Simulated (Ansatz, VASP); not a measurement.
Y in VASP and in Ansatz

INCAR

```
PREC = Accurate ; ENCUT = 520
EDIFF = 1E-7 ; ISMEAR = 0
SIGMA = 0.1 ; LREAL = F
LASPH = T ; NELM = 80
ALGO = Normal ; ISIF = 2
LWAVE = F ; LCHARG = T
GGA = PE ; LELF = T
LVHAR = T ; NBANDS = 12
```

KPOINTS

```
Automatic mesh
0
Gamma
  6 6 6
```

File POSCAR:

```
Y
1.0
    0.0000000000      2.7541910625      2.7541910625
    2.7541910625      0.0000000000      2.7541910625
    2.7541910625      2.7541910625      0.0000000000
Y
1
Direct
    0.0000000000      0.0000000000      0.0000000000
```

Input for Ansatz:

```yaml
crystal:
  lattice:
    - [0.0, 2.7541910625, 2.7541910625]
    - [2.7541910625, 0.0, 2.7541910625]
    - [2.7541910625, 2.7541910625, 0.0]
  atoms:
    - { symbol: "Y", position: [0.0, 0.0, 0.0] }
basis:
  ecutwfc: 420
kpoints:
  mp_grid: { grid: [6, 6, 6] }
hamiltonian:
  xc: pbe
scf:
  occupations: { method: gaussian, width: 0.1 }
output:
  forces: true
  stress: true
  eigenvalues: true
```

Alike in both runs: task single point; functional PBE; k mesh 6 × 6 × 6; occupations gaussian, width 0.1 eV; no spin polarisation.

```csv
,VASP,Ansatz
version,VASP 6.6.1,Ansatz 0.2.0
potentials or method,"VASP PAW PBE potentials, release 64 (Y_sv)","scalar-relativistic, plane waves, PAW"
plane-wave cutoff (eV),520,420
valence electrons in the cell,11,11
```

|  | VASP | Ansatz | Ansatz less VASP |
| --- | --- | --- | --- |
| gap on the k mesh at the Fermi level (eV) | none | none | - |
| pressure (GPa) | -6.6 | -6.6 | +0.03 |

A gap of «none» marks a metal or a gap that the smearing closes.
